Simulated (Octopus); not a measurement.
# Ag (Im-3m) in Octopus: equation of state

Aim: energy against volume of Ag in PBE, for its equilibrium volume and stiffness.

All numbers are computed with Octopus 16.4; they aren't measurements. Logs are shortened: lines on timing, memory, paths and dates and some standing lists are left out, and cuts for length are marked.

### Step 1. Starting point

It takes space group Im-3m (No. 229, cubic). Conventional cell: a = 3.311 Å, b = 3.311 Å, c = 3.311 Å, α = 90.00°, β = 90.00°, γ = 90.00°. Ag (site symmetry m-3m) has 8 Ag at 2.87 Å as nearest neighbours.

This isn't the form of Ag at room conditions, which is fcc.

### Step 2. Equation of state, PBE, 18.15 Å³/atom

inp reads:

```
CalculationMode = gs
UnitsOutput = eV_Angstrom
PeriodicDimensions = 3
ExperimentalFeatures = yes
PseudopotentialSet = pseudodojo_pbe
%LatticeParameters
 1*angstrom | 1*angstrom | 1*angstrom
%
%LatticeVectors
 -1.655654 | 1.655654 | 1.655654
 1.655654 | -1.655654 | 1.655654
 1.655654 | 1.655654 | -1.655654
%
%ReducedCoordinates
 "Ag" | 0 | 0 | 0
%
%Spacing
 0.13034895*angstrom | 0.13034895*angstrom | 0.13034895*angstrom
%
DerivativesOrder = 8
%KPointsGrid
 11 | 11 | 11
%
KPointsUseSymmetries = yes
XCFunctional = gga_x_pbe + gga_c_pbe
SmearingFunction = fermi_dirac
Smearing = 0.05*eV
ExtraStates = 7
Eigensolver = chebyshev_filter
ConvRelDens = 3e-7
MaximumIter = 120
```

Potentials or basis: pseudodojo_pbe (PseudoDojo 0.5, PBE).

Launch:

```bash
> OMP_NUM_THREADS=1 octopus > out.log
```

out.log:

```text
Running octopus

[... 17 lines left out ...]

****************************** Species *******************************
  Species 'Ag'
    type             : pseudopotential
    file             : 'Ag.upf'
    file format      : UPF2
    valence charge   : 19.0
    atomic number    :  47
    form on file     : kleinman-bylander
    lmax             : 2
    llocal           : -1
    projectors per l : 2
    total projectors : 6
    application form : kleinman-bylander
    orbitals         : 10
    bound orbitals   : 10

**********************************************************************

***************************** Symmetries *****************************
Space group No.  229
International: Im-3m
Schoenflies: Oh^9
Info: The system has    48 symmorphic symmetries that can be used.
  Index                Rotation matrix                      Fractional translations
    1 :     1   0   0     0   1   0     0   0   1      0.000000    0.000000    0.000000
    2 :    -1   0   0     0  -1   0     0   0  -1      0.000000    0.000000    0.000000
    3 :     0   0  -1     1   1   1     0  -1   0      0.000000    0.000000    0.000000
    4 :     0   0   1    -1  -1  -1     0   1   0      0.000000    0.000000    0.000000
    5 :     0   1   0     1   0   0    -1  -1  -1      0.000000    0.000000    0.000000
    6 :     0  -1   0    -1   0   0     1   1   1      0.000000    0.000000    0.000000
[... 40 lines left out ...]
   47 :     0   0  -1    -1   0   0     1   1   1      0.000000    0.000000    0.000000
   48 :     0   0   1     1   0   0    -1  -1  -1      0.000000    0.000000    0.000000
Info: The system also has     0 nonsymmorphic symmetries (not used for electrons).
**********************************************************************

Input: [CurvMethod = curv_affine]
Input: [DerivativesStencil = stencil_stargeneral]

****************************** Lattice *******************************
  Lattice Vectors [A]
   -1.655654    1.655654    1.655654
    1.655654   -1.655654    1.655654
    1.655654    1.655654   -1.655654
  Cell volume =            18.1538 [A^3]
  Reciprocal-Lattice Vectors [A^-1]
    0.000000    1.897493    1.897493
    1.897493    0.000000    1.897493
    1.897493    1.897493    0.000000
  Cell angles [degree]
    alpha =  109.471
    beta  =  109.471
    gamma =  109.471
**********************************************************************

Checking if the generated full k-point grid is symmetric

    56 k-points generated from parameters :
 ---------------------------------------------------
    n =   11   11   11

    s1  =  0.50  0.50  0.50

   index |      weight  |             coordinates              |
       1 |     0.000751 |    0.000000    0.000000    0.000000  |
       2 |     0.009016 |    0.090909    0.000000    0.000000  |
       3 |     0.018032 |    0.090909    0.090909    0.000000  |
       4 |     0.006011 |    0.090909    0.090909    0.090909  |
       5 |     0.004508 |   -0.090909    0.090909    0.090909  |
       6 |     0.009016 |    0.181818    0.000000    0.000000  |
[... 48 lines left out ...]
      55 |     0.006011 |   -0.454545   -0.454545    0.363636  |
      56 |     0.004508 |   -0.454545    0.454545    0.454545  |

Input: [SmearingFunction = fermi_dirac]
Input: [SymmetrizeDensity = yes]

******************************* States *******************************
Total electronic charge  =       19.000
Number of states         =       17
States block-size        =        4
**********************************************************************
[... 5 lines left out ...]
Simulation Box:
  Type = parallelepiped
  Lengths [A] = (   2.868,   2.868,   2.868)
Main mesh:
  Spacing [A] = ( 0.130, 0.130, 0.130)    volume/point [A^3] =      0.00170
  # inner mesh =      10648
  # total mesh =      43198
  Grid Cutoff [eV] =  2213.133347    Grid Cutoff [Ry] =   162.662315
**********************************************************************

[... 22 lines left out ...]
**********************************************************************

Info: FFT grid dimensions       = 22 x 22 x 22
      Total grid size           = 10648 (      0.1 MiB )
      Inefficient FFT grid. A better grid would be: 24 24 24
Input: [FilterPotentials = filter_TS]
Info: Pseudopotential for Ag
  Radii for localized parts:
    local part     =  1.3 A
    non-local part =  1.2 A
    orbitals       =  5.9 A

Input: [RelativisticCorrection = non_relativistic]
[... 11 lines left out ...]
      Block       2 contains       4 states:       5 -       8
      Block       3 contains       4 states:       9 -      12
      Block       4 contains       4 states:      13 -      16
      Block       5 contains       1 states:      17 -      17
Info: Ground-state allocation done.
Info: Could not find 'restart/gs' directory for restart.
[... 18 lines left out ...]
** Warning:
**   Cannot do LCAO for all states because there are not enough atomic orbitals.
**   Required: 17. Available: 10. 7 orbitals will be randomized.

Info: Unnormalized total charge =     18.998112
Info: Renormalized total charge =     19.000000

** Warning:
**   Symmetrization discrepancy ratio (scalar) =  3.01784E-05

Info: Setting up Hamiltonian.
Info: Performing initial LCAO calculation with     10 orbitals.
Info: Getting Hamiltonian matrix elements.

Eigenvalues [eV]
 #st  Spin   Eigenvalue      Occupation
#k =       1, k = (  0.000000,  0.000000,  0.000000)
   1   --   -84.744904       2.000000
   2   --   -48.225824       2.000000
   3   --   -48.225263       2.000000
   4   --   -48.225263       2.000000
   5   --    -1.344905       2.000000
   6   --     1.978080       2.000000
   7   --     1.978080       2.000000
   8   --     1.979608       2.000000
   9   --     3.231924       2.000000
  10   --     3.231924       2.000000
#k =       2, k = (  0.090909,  0.000000,  0.000000)
   1   --   -84.693805       2.000000
   2   --   -48.215021       2.000000
   3   --   -48.213132       2.000000
   4   --   -48.124370       2.000000
   5   --    -1.082550       2.000000
   6   --     2.218912       2.000000
   7   --     2.423481       2.000000
   8   --     2.436426       2.000000
   9   --     3.560932       2.000000
  10   --     3.691110       2.000000
[... 54 further k-points ...]
Fermi energy =    17.922885 eV
Generating random wavefunctions for states       11 and above
Orthogonalizing wavefunctions.
Info: Ground-state restart information will be written to 'restart/gs'.
Info: SCF using complex wavefunctions.
Info: Starting SCF iteration.

** Warning:
**   Symmetrization discrepancy ratio (scalar) =  3.73369E-02

*********************** SCF CYCLE ITER #    1 ************************
 etot  = -4.16712214E+03 abs_ev   =  8.32E+01 rel_ev   =  1.92E-01
 ediff =        1.53E+02 abs_dens =  7.39E-01 rel_dens =  3.89E-02
Matrix vector products: 1400
Converged eigenvectors: 0

#  State  KPoint  Eigenvalue [eV]  Occupation    Error
      1       1      -84.746529    2.000000   ( 1.8E-07)
      1       2      -84.745348    2.000000   ( 1.4E-05)
      1       5      -84.744184    2.000000   ( 1.9E-05)
      1       3      -84.743172    2.000000   ( 2.7E-05)
      1       6      -84.742178    2.000000   ( 2.8E-05)
      1       9      -84.741062    2.000000   ( 2.7E-05)
      1       4      -84.740457    2.000000   ( 1.8E-05)
      1       7      -84.739510    2.000000   ( 4.0E-05)

  [output of 517 eigenvalues skipped: maximum error = 3.0E-02]

     10      15        5.333681    2.000000   ( 1.4E-02)
     10      12        5.362564    2.000000   ( 1.1E-02)
     10      23        5.396658    2.000000   ( 1.3E-02)
     10      36        5.453194    1.999999   ( 7.8E-03)
     10      19        5.536510    1.999994   ( 7.3E-03)
     10      37        5.550283    1.999992   ( 1.1E-02)
[... 9 lines left out ...]
     10      31        7.406659    0.000000   ( 1.7E-02)
     10      46        7.469628    0.000000   ( 7.1E-03)

  [output of 402 eigenvalues skipped: maximum error = 2.7E-01]

     17      45       37.916401    0.000000   ( 2.1E-01)
     17      30       38.051317    0.000000   ( 2.0E-01)
     17      53       38.177268    0.000000   ( 2.1E-01)
     17      52       38.187638    0.000000   ( 1.8E-01)
     17      55       38.774068    0.000000   ( 1.7E-01)
     17      27       39.216678    0.000000   ( 2.1E-01)
     17      31       39.946100    0.000000   ( 2.6E-01)
     17      56       40.098237    0.000000   ( 1.3E-01)

Density of states:

--------------------%-------------------------------------------------
--------------------%-------------------------------------------------
--------------------%---------------------------%---------------------
--------------------%---------------------------%%--------------------
--------------------%---------------------------%%--------------------
--------------------%---------------------------%%--------------------
--------------------%---------------------------%%--------------------
%-------------------%--------------------------%%%--------------------
%-------------------%--------------------------%%%-----%-%%--%%%%--%--
%-------------------%--------------------------%%%%%%%%%%%%%%%%%%%%%%-
                                                  ^

Fermi energy =     6.171197 eV

**********************************************************************

*********************** SCF CYCLE ITER #    2 ************************
 etot  = -4.20890448E+03 abs_ev   =  1.53E+01 rel_ev   =  3.43E-02
 ediff =        1.54E+00 abs_dens =  3.23E-01 rel_dens =  1.70E-02
Matrix vector products: 1400
Converged eigenvectors: 0

[... levels of this cycle ...]

Fermi energy =     5.848399 eV

**********************************************************************

*********************** SCF CYCLE ITER #    3 ************************
 etot  = -4.21887381E+03 abs_ev   =  4.22E+00 rel_ev   =  9.33E-03
 ediff =        3.66E-01 abs_dens =  7.48E-02 rel_dens =  3.94E-03
Matrix vector products: 1400
Converged eigenvectors: 0
[... 109 lines left out ...]
[... levels of this cycle ...]

Fermi energy =     5.689039 eV

**********************************************************************

*********************** SCF CYCLE ITER #   13 ************************
 etot  = -4.21825778E+03 abs_ev   =  5.90E-05 rel_ev   =  1.30E-07
 ediff =        7.69E-06 abs_dens =  1.79E-06 rel_dens =  9.42E-08
Matrix vector products: 1400
Converged eigenvectors: 56

#  State  KPoint  Eigenvalue [eV]  Occupation    Error
      1       1      -86.139236    2.000000   ( 2.7E-08)
      1       2      -86.138119    2.000000   ( 2.6E-08)
      1       5      -86.137019    2.000000   ( 2.8E-08)
      1       3      -86.136063    2.000000   ( 2.6E-08)
      1       6      -86.135123    2.000000   ( 2.6E-08)
      1       9      -86.134068    2.000000   ( 3.0E-08)
      1       4      -86.133497    2.000000   ( 2.9E-08)
      1       7      -86.132602    2.000000   ( 2.8E-08)

  [output of 516 eigenvalues skipped: maximum error = 5.1E-08]

     10      12        4.658133    2.000000   ( 3.7E-08)
     10      15        4.675128    2.000000   ( 3.6E-08)
     10      35        4.741637    2.000000   ( 3.7E-08)
     10      23        4.914578    2.000000   ( 3.4E-08)
     10      19        4.916496    2.000000   ( 3.5E-08)
     10      36        4.935325    1.999999   ( 4.0E-08)
[... 9 lines left out ...]
     10      43        6.765955    0.000000   ( 4.2E-08)
     10      31        6.947433    0.000000   ( 3.7E-08)

  [output of 403 eigenvalues skipped: maximum error = 1.0E-01]

     17      50       34.700858    0.000000   ( 5.1E-02)
     17      34       34.767890    0.000000   ( 5.1E-02)
     17      45       35.012718    0.000000   ( 4.6E-02)
     17      32       35.165322    0.000000   ( 4.2E-02)
     17      52       35.165740    0.000000   ( 4.3E-02)
     17      54       35.621071    0.000000   ( 4.6E-02)
     17      55       36.539803    0.000000   ( 2.8E-02)
     17      56       39.132911    0.000000   ( 2.7E-02)

Density of states:

--------------------%-------------------------------------------------
--------------------%---------------------------%---------------------
--------------------%---------------------------%---------------------
--------------------%---------------------------%%--------------------
--------------------%---------------------------%%--------------------
--------------------%---------------------------%%--------------------
--------------------%---------------------------%%--------------------
%-------------------%---------------------------%%--------------------
%-------------------%---------------------------%%--------%%-%%%%%%---
%-------------------%--------------------------%%%%%%%%%%%%%%%%%%%%---
                                                   ^

Fermi energy =     5.689039 eV

**********************************************************************

Info: SCF converged in   13 iterations

** Warning:
**   Some of the states are not fully converged!

Info: Number of matrix-vector products:      18200
Info: Finished writing information to 'restart/gs'.

Octopus emitted 17 warnings.
```

Run time: 4.3 min. Hardware: 1 thread of Arm Neoverse V2, shared host; peak memory 0.76 GiB.

What came out:

```yaml
Free_energy: -4218.2612 eV
Band_gap_on_the_k_mesh: none (metal or under the smearing width)
```

[end of part 1 of 2]
